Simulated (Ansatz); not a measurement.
Reaction (ligand exchange at the Si–O bond): `[SiH3][O][Al]([SH])[Cl]` + `NC(N)=O` → `NC(=O)N[SiH3]` + `[OH][Al]([SH])[Cl]`

Calculated with Ansatz (gas phase, PBE0-D4/def2-TZVP geometries, no zero-point term in ΔE). CCSD(T)/CBS adds triple-zeta CCSD(T) − MP2 to the extrapolated MP2 energy (def2 sets, frozen cores). Functionals use def2-TZVPP. One conformer a species, not always the lowest.

(1) Is it downhill or uphill in electronic energy at CCSD(T)/CBS, and by how much? (Best estimate.)

(2) What do these levels give: PBE-D4, ωB97M-V, B2PLYP, PBE0, CCSD/def2-TZVPP, SCS-MP2/def2-QZVPP? (Best estimate.)

Largest T1 diagnostic among the species: 0.014.

Results:

(1) The calculation gave: Uphill: ΔE = +53.4 kJ/mol.

(2) Ansatz gave: PBE-D4 47.0, ωB97M-V 53.0, B2PLYP 58.2, PBE0 52.7, CCSD/def2-TZVPP 57.5, SCS-MP2/def2-QZVPP 57.3 kJ/mol.

From PBE to PBE0 (25 % exact exchange), in def2-TZVPP and without D4, ΔE moves by +4.0 kJ/mol. In def2-TZVPP, CCSD(T) changes the Hartree–Fock value by −18.6 kJ/mol (the triples alone add −3.0 kJ/mol) and MP2 by −19.6 kJ/mol.
